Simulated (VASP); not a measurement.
# VASP inputs for NaH (strained rocksalt)

INCAR

```
LASPH = .TRUE.
ISIF = 2
ISMEAR = 0
NBANDS = 11
NELM = 120
ALGO = Normal
LREAL = .FALSE.
NSW = 0
LELF = .TRUE.
LWAVE = .FALSE.
IBRION = -1
LCHARG = .TRUE.
SIGMA = 0.01
ENCUT = 520
PREC = Accurate
EDIFF = 1E-7
METAGGA = R2SCAN
```

KPOINTS

```
KPOINTS created by Atomic Simulation Environment
0
Gamma
10 10 10
0 0 0
```

KPOINTS_OPT

```
special points
6
Reciprocal
0.0000000000 0.0000000000 0.0000000000 1
0.5000000000 0.0000000000 0.5000000000 1
0.6250000000 0.2500000000 0.6250000000 1
0.3750000000 0.3750000000 0.7500000000 1
0.5000000000 0.5000000000 0.5000000000 1
0.5000000000 0.2500000000 0.7500000000 1
```

POSCAR

```
Na H
 1.0000000000000000
     0.0000000000000000    2.3900799992000001    2.3975122873000001
     2.3900799992000001    0.0000000000000000    2.3975122873000001
     2.3900799992000001    2.3900799992000001    0.0000000000000000
 Na  H
   1   1
Cartesian
  0.0000000000000000  0.0000000000000000  0.0000000000000000
  2.3900799991999997  2.3900799991999997  2.3975122872999997
```

VASP ran with the recommended PBE PAW datasets (8 valence electrons in the cell).

**Question.** What does this run give?

**Answer.** gap between bands v and c 4.42 eV; least direct gap 5.27 eV; pressure -0.2 GPa.

Band v is the last that the valence electrons fill when counted band by band, and c is the next. Levels in eV from the top of v:

| point | v−1 | v | c | c+1 |
| --- | --- | --- | --- | --- |
| Γ | -22.84 | -3.63 | 11.72 | 16.57 |
| X | -22.88 | -0.17 | 5.27 | 10.81 |
| K | -22.87 | -0.11 | 5.95 | 7.13 |
| L | -22.85 | -0.85 | 4.42 | 11.90 |
| W | -22.88 | 0.00 | 6.68 | 6.72 |
